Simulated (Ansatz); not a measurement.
# HfB2 (P6/mmm) in Ansatz: a series of runs

One crystal, HfB2, is run at these levels: PBEsol; tasks: single point.

Program: Ansatz 0.2.0. These are calculated values, not measurements. Logs are shortened: lines on timing, memory, paths and dates and some standing lists are left out, and cuts for length are marked.

## (1) Starting point

The structure is hexagonal, space group P6/mmm (No. 191). Conventional cell: a = 3.140 Å, b = 3.140 Å, c = 3.480 Å, α = 90.00°, β = 90.00°, γ = 120.00°. Around Hf (site symmetry 6/mmm) lie 12 B at 2.51 Å. B (site symmetry -6m2) has 3 B at 1.81 Å as nearest neighbours.

## (2) Single point, PBEsol, 9.31 Å³/atom (volume scaled by 0.94)

The input, input.yaml:

```yaml
crystal:
  lattice:
    - [3.0759003814, 0.0, 0.0]
    - [-1.5379501907, 2.6638078698, 0.0]
    - [0.0, 0.0, 3.4089596583]
  atoms:
    - { symbol: Hf, position: [0.0, 0.0, 0.0] }
    - { symbol: B, position: [0.6666666667, 0.3333333333, 0.5] }
    - { symbol: B, position: [0.3333333333, 0.6666666667, 0.5] }
kpoints:
  mp_grid: { grid: [10, 10, 8] }
scf:
  occupations: { method: fermi_dirac, width: 0.05 }
hamiltonian:
  xc: pbesol
  pseudopotentials: { kind: all_electron, lapw: { basis_error: 0.001 } }
output:
  forces: true
  stress: true
  eigenvalues: true
```

Potentials or basis: all-electron LAPW, scalar-relativistic.

The run is started by

```
ansatz run input.yaml --threads 2 --pin off --max-ram 8192MiB --backend cpu --events-out ev --progress --plain --runs-dir out
```

What it wrote:

```text
Warning: RAYON_NUM_THREADS=2 ignored (pool sized by the plan → 2); use --threads N
LAPW: plane waves up to 8.869 Å⁻¹, error target 1.0e-3 eV per atom; small_component_spin mean_spin; B in spheres of 0.888 Å, 5 of its electrons in bands, Dirac shells []; Hf in spheres of 1.375 Å, 42 of its electrons in bands, Dirac shells [] (how accurate: hamiltonian.pseudopotentials.lapw.basis_error, Limitations)
Engine: ansatz 0.2.0, aarch64-unknown-linux-gnu
Pseudopotentials: kind: all_electron
Pseudopotential: Hf, LAPW, valence charge 42, lapw/all_electron/scalar/gaussian/Hf, Koelling and Harmon's equation, gaussian nucleus
Pseudopotential: B, LAPW, valence charge 5, lapw/all_electron/scalar/gaussian/B, Koelling and Harmon's equation, gaussian nucleus
Functional definition: PBEsol
  exchange = pbesol_x
  correlation = pbesol_c
Crystal: 3 atoms, lattice volume = 27.932 Å³
Basis set: ecut = 299.6772086127441 eV, 339 PW (Γ), exchange–correlation at level 2
Bands: 32, of which v1, the nominal top of the filled ones, is band 26 counted from 1 (25 counted from 0)
Symmetry: 24 space group operations
Space group: P6/mmm (ITA 191), of the structure as read, at distance tolerance 3.0e-5 Å
k-points: 70 of 800
Non-local potential: Hf, projectors of the file, none
Non-local potential: B, projectors of the file, none
Initial density: superposition of atomic densities (chi_scale 0.1, normalization cell, long waves kept (reshape's long-wave potential 0.00 eV rms))
Initial wavefunctions: plane waves of lowest kinetic energy (no species holds an atomic orbital)
Functional: x = pbesol(κ = 0.804, μ = 0.12345679012345678), c = pbesol(β = 0.046)
iter 1 solved again at ethr=6.38e-3 eV; its pass at ethr=1.00e-1 eV (dr2=3.32e0 eV) is discarded
SCF iter   1: F=—  HF=-411477.423409 eV  |F-HF|=—  |Δ(HF+E_count)|=         —  Δρ=8.08e-2  dr2=3.32e0  ethr=6.38e-3  ⟨swp⟩=2.0  Hψ=13940  notcnv=0
preconditioner: auto → Kerker (q_TF=auto, 3.026 Å⁻¹)  [metal: Δε(μ)=0.113 eV  Ē_g=17.809 eV  σ=0.050 eV  W_gap=0.43  n_scr=20 (ndim 8)  ℏωp=38.5 eV  f_vac=0.000  D(μ)=0.31/eV (n_scr^D=0)]
SCF iter   2: F=—  HF=-411476.359122 eV  |F-HF|=—  |Δ(HF+E_count)|=    1.06e0  Δρ=4.19e-2  dr2=9.18e-1  ethr=6.38e-3  ⟨swp⟩=2.5  Hψ=6448  notcnv=0
preconditioner: auto → Resta (q_TF=auto, 3.026 Å⁻¹)  ε∞=5.1  [insulator: Δε(μ)=0.261 eV  Ē_g=19.074 eV  σ=0.050 eV  W_gap=0.67  n_scr=20 (ndim 8)  ℏωp=38.5 eV  f_vac=0.000  D(μ)=0.29/eV (n_scr^D=0)  ε∞_Penn≈5.1]
SCF iter   3: F=—  HF=-411476.139754 eV  |F-HF|=—  |Δ(HF+E_count)|=   2.19e-1  Δρ=2.02e-2  dr2=2.16e-1  ethr=1.76e-3  ⟨swp⟩=2.7  Hψ=6470  notcnv=0
SCF iter   4: F=—  HF=-411476.026882 eV  |F-HF|=—  |Δ(HF+E_count)|=         —  Δρ=8.46e-3  dr2=3.39e-2  ethr=4.15e-4  ⟨swp⟩=2.4  Hψ=6825  notcnv=0
the basis was enlarged: its passes take 202.2 KiB over the memory plan, 2 of 2 planned eigensolver slots
iter 5 solved again at ethr=5.22e-6 eV; its pass at ethr=6.53e-5 eV (dr2=2.71e-3 eV) is discarded
SCF iter   5: F=—  HF=-411476.019122 eV  |F-HF|=—  |Δ(HF+E_count)|=   7.76e-3  Δρ=2.49e-3  dr2=2.71e-3  ethr=5.22e-6  ⟨swp⟩=2.0  Hψ=11081  notcnv=0
SCF iter   6: F=—  HF=-411476.018702 eV  |F-HF|=—  |Δ(HF+E_count)|=   4.20e-4  Δρ=7.20e-4  dr2=2.11e-4  ethr=5.20e-6  ⟨swp⟩=2.0  Hψ=6376  notcnv=0
SCF iter   7: F=—  HF=-411476.018690 eV  |F-HF|=—  |Δ(HF+E_count)|=   1.18e-5  Δρ=1.05e-4  dr2=3.41e-6  ethr=4.06e-7  ⟨swp⟩=2.0  Hψ=6376  notcnv=0
SCF iter   8: F=-411476.018689 eV  HF=-411476.018689 eV  |F-HF|=2.06e-8  |Δ(HF+E_count)|=   9.35e-7  Δρ=1.92e-5  dr2=9.19e-8  ethr=6.56e-9  ⟨swp⟩=3.0  Hψ=6591  notcnv=0
SCF 1 converged in 8 iterations: F = -411476.018689 eV  dr2 = 9.19e-8
SCF converged after 8 iterations
Free energy (F): -411476.018689 eV
Harris-Foulkes:  -411476.018689 eV  (|F-HF|=2.06e-8)
Internal energy: -411476.016176 eV  (E = F + TS)
E sigma→0 (E₀):  -411476.017432 eV
Entropy (-TS):   -0.002514 eV (-0.838 meV/atom)
Fermi energy:    21.980684 eV
--- Per-component energies (eV) ---
  E_band       = -4305.541911
  E_kinetic    = 457650.342926
  E_xc         = -8511.113317
  E_electrostatic = -860615.245784  (all electrons and nuclei)
  E_smearing   = -0.002514  (= −TS)
  E_closure    = 0.000000  (closes the sum)
  E_atoms      = -411450.748255  (free atoms, spherical and without spin; not in F)
  Σ components = -411476.018689   (vs F -411476.018689, Δ=0.00e0)
  Basis errors (estimates in eV, not in F): energy 4.3e-4 per atom: plane waves 3.9e-4 (2.0e-4 summed), levels above the bands 1.3e-52, relativity 2.2e-8, radial functions 4.4e-5, core shells 9.8e-8; eigenvalues (radial functions only) 4.1e-6; not estimated: angular momenta, meshes, grids; target (lapw.basis_error) 1.0e-3; muffin-tin radii B 0.888 Å, Hf 1.375 Å
--- Forces (eV/Å), atoms counted from 1 ---
  atom   1  Hf     0.00000000    -0.00000000     0.00000000
  atom   2  B     -0.00000000     0.00000000    -0.00000000
  atom   3  B     -0.00000000    -0.00000000     0.00000000
  max |Σ_I F_I| component: 3.70e-17 eV/Å
--- Stress (GPa, compression-positive) ---
       13.825356       0.000000      -0.000000
        0.000000      13.825356      -0.000000
       -0.000000      -0.000000      10.938180
  P = ⅓ Tr σ = 12.8630 GPa (128.630 kbar)
--- Band table (eV; the first three rows and the last of 70) ---
  k-point 0: bands = ["-350.5672", "-350.5417", "-350.5417", "-178.6377", "-178.6345", "-178.6345", "-178.6125", "-178.6125", "-150.0344", "-150.0200", "-39.4176", "-8.3420", "-7.7744", "-7.7744", "8.0496", "10.6177", "10.6264", "10.6555", "10.6555", "10.6564", "10.6564", "10.7612", "18.8961", "19.0737", "19.0737", "19.4455", "26.3839", "26.3839", "27.0697", "27.0697", "27.4138", "27.4138"]
  k-point 1: bands = ["-350.5672", "-350.5417", "-350.5417", "-178.6377", "-178.6345", "-178.6345", "-178.6125", "-178.6125", "-150.0344", "-150.0200", "-39.4162", "-8.3962", "-7.7705", "-7.7705", "8.3222", "10.6146", "10.6263", "10.6513", "10.6513", "10.6603", "10.6603", "10.7612", "17.5344", "19.2455", "19.2455", "20.7306", "24.9382", "24.9382", "26.5098", "26.5098", "27.6568", "29.2658"]
  k-point 2: bands = ["-350.5672", "-350.5417", "-350.5417", "-178.6377", "-178.6345", "-178.6345", "-178.6125", "-178.6125", "-150.0344", "-150.0200", "-39.4127", "-8.5242", "-7.7610", "-7.7610", "9.0731", "10.6100", "10.6260", "10.6411", "10.6411", "10.6699", "10.6699", "10.7612", "15.8774", "19.7424", "19.7424", "22.2590", "23.5555", "23.5555", "25.2284", "25.2284", "27.5860", "30.2945"]
  k-point 69: bands = ["-350.5672", "-350.5417", "-350.5417", "-178.6377", "-178.6345", "-178.6345", "-178.6125", "-178.6125", "-150.0281", "-150.0263", "-39.3358", "-8.4630", "-8.4484", "-8.2886", "10.6083", "10.6217", "10.6481", "10.6536", "10.6575", "10.6656", "10.7285", "12.3212", "13.3332", "16.5751", "18.8302", "18.8557", "26.9558", "28.1049", "29.1907", "29.6189", "29.9458", "30.4859"]
```

It took 7 s on 2 threads of Arm Neoverse V2, shared host; peak memory 0.39 GiB.

Results:

| Property | Result |
| --- | --- |
| Free energy | -411476.0187 eV |
| Pressure | 12.9 GPa |
| Band gap on the k mesh | none (metal or under the smearing width) |

## (3) Single point, PBEsol, 9.51 Å³/atom (volume scaled by 0.96)

Changes to input.yaml since step 2:

```diff
@@ -2,5 +2,5 @@
   lattice:
-    - [3.0759003814, 0.0, 0.0]
-    - [-1.5379501907, 2.6638078698, 0.0]
-    - [0.0, 0.0, 3.4089596583]
+    - [3.0975623654, 0.0, 0.0]
+    - [-1.5487811827, 2.6825676982, 0.0]
+    - [0.0, 0.0, 3.4329672075]
   atoms:
```

Potentials or basis: all-electron LAPW, scalar-relativistic.

The run is started by

```
ansatz run input.yaml --threads 2 --pin off --max-ram 8192MiB --backend cpu --events-out ev --progress --plain --runs-dir out
```

Wall time 7.1 s (2 threads of Arm Neoverse V2, shared host); peak memory 0.39 GiB.

It converged, with:

```
Free energy            : -411476.0545 eV
Pressure               : 6.6 GPa
Band gap on the k mesh : none (metal or under the smearing width)
```

## (4) Single point, PBEsol, 9.71 Å³/atom (volume scaled by 0.98)

Changes to input.yaml since step 3:

```diff
@@ -2,5 +2,5 @@
   lattice:
-    - [3.0975623654, 0.0, 0.0]
-    - [-1.5487811827, 2.6825676982, 0.0]
-    - [0.0, 0.0, 3.4329672075]
+    - [3.1189255395, 0.0, 0.0]
+    - [-1.5594627698, 2.7010687497, 0.0]
+    - [0.0, 0.0, 3.4566435916]
   atoms:
```

The run is started by

```
ansatz run input.yaml --threads 2 --pin off --max-ram 8192MiB --backend cpu --events-out ev --progress --plain --runs-dir out
```

Run time: 7.1 s. Hardware: 2 threads of Arm Neoverse V2, shared host; peak memory 0.4 GiB.

It converged, with:

```yaml
Free_energy: -411476.0682 eV
Pressure: 0.9 GPa
Band_gap_on_the_k_mesh: none (metal or under the smearing width)
```

## (5) Single point, PBEsol, 9.90 Å³/atom

Changes to input.yaml since step 4:

```diff
@@ -2,5 +2,5 @@
   lattice:
-    - [3.1189255395, 0.0, 0.0]
-    - [-1.5594627698, 2.7010687497, 0.0]
-    - [0.0, 0.0, 3.4566435916]
+    - [3.14, 0.0, 0.0]
+    - [-1.57, 2.7193197679, 0.0]
+    - [0.0, 0.0, 3.48]
   atoms:
```

The run is started by

```
ansatz run input.yaml --threads 2 --pin off --max-ram 8192MiB --backend cpu --events-out ev --progress --plain --runs-dir out
```

Wall time 7.5 s (2 threads of Arm Neoverse V2, shared host); peak memory 0.39 GiB.

Results (log left out):

| Quantity | Value |
| --- | --- |
| Free energy | -411476.0618 eV |
| Pressure | -4.3 GPa |
| Band gap on the k mesh | none (metal or under the smearing width) |

## (6) Single point, PBEsol, 10.10 Å³/atom (volume scaled by 1.02)

Changes to input.yaml since step 5:

```diff
@@ -2,5 +2,5 @@
   lattice:
-    - [3.14, 0.0, 0.0]
-    - [-1.57, 2.7193197679, 0.0]
-    - [0.0, 0.0, 3.48]
+    - [3.160795308, 0.0, 0.0]
+    - [-1.580397654, 2.7373290329, 0.0]
+    - [0.0, 0.0, 3.5030470293]
   atoms:
```

Potentials or basis: all-electron LAPW, scalar-relativistic.

The run is started by

```
ansatz run input.yaml --threads 2 --pin off --max-ram 8192MiB --backend cpu --events-out ev --progress --plain --runs-dir out
```

It took 7.5 s on 2 threads of Arm Neoverse V2, shared host; peak memory 0.38 GiB.

Results (log left out):

```
Free energy            : -411476.0371 eV
Pressure               : -8.9 GPa
Band gap on the k mesh : none (metal or under the smearing width)
```

## (7) Single point, PBEsol, 10.30 Å³/atom (volume scaled by 1.04)

Changes to input.yaml since step 6:

```diff
@@ -2,5 +2,5 @@
   lattice:
-    - [3.160795308, 0.0, 0.0]
-    - [-1.580397654, 2.7373290329, 0.0]
-    - [0.0, 0.0, 3.5030470293]
+    - [3.181320528, 0.0, 0.0]
+    - [-1.590660264, 2.7551043948, 0.0]
+    - [0.0, 0.0, 3.5257947253]
   atoms:
```

The run is started by

```
ansatz run input.yaml --threads 2 --pin off --max-ram 8192MiB --backend cpu --events-out ev --progress --plain --runs-dir out
```

Run time: 7.5 s. Hardware: 2 threads of Arm Neoverse V2, shared host; peak memory 0.39 GiB.

Results (log left out):

| Item | Value |
| --- | --- |
| Free energy | -411475.9960 eV |
| Pressure | -13.2 GPa |
| Band gap on the k mesh | none (metal or under the smearing width) |

## (8) Single point, PBEsol, 10.50 Å³/atom (volume scaled by 1.06)

Changes to input.yaml since step 7:

```diff
@@ -2,5 +2,5 @@
   lattice:
-    - [3.181320528, 0.0, 0.0]
-    - [-1.590660264, 2.7551043948, 0.0]
-    - [0.0, 0.0, 3.5257947253]
+    - [3.2015842624, 0.0, 0.0]
+    - [-1.6007921312, 2.7726533036, 0.0]
+    - [0.0, 0.0, 3.548252622]
   atoms:
```

The run is started by

```
ansatz run input.yaml --threads 2 --pin off --max-ram 8192MiB --backend cpu --events-out ev --progress --plain --runs-dir out
```

Run time: 7.5 s. Hardware: 2 threads of Arm Neoverse V2, shared host; peak memory 0.39 GiB.

Results (log left out):

```
Free energy            : -411475.9399 eV
Pressure               : -17.0 GPa
Band gap on the k mesh : none (metal or under the smearing width)
```

## (9) For comparison

An earlier run on the cell as given: functional PBEsol; potentials or basis all-electron LAPW, scalar-relativistic; cutoff 287 eV (chosen from the basis error); basis error allowed 0.001 eV/atom; k mesh 10 × 10 × 8; occupations fermi-dirac, width 0.05 eV; no spin polarisation.

* Pressure: -4.3 GPa
* Band gap on the k mesh: none (metal or under the smearing width)
* Loewdin charges: Hf +0.66; B -0.32 e
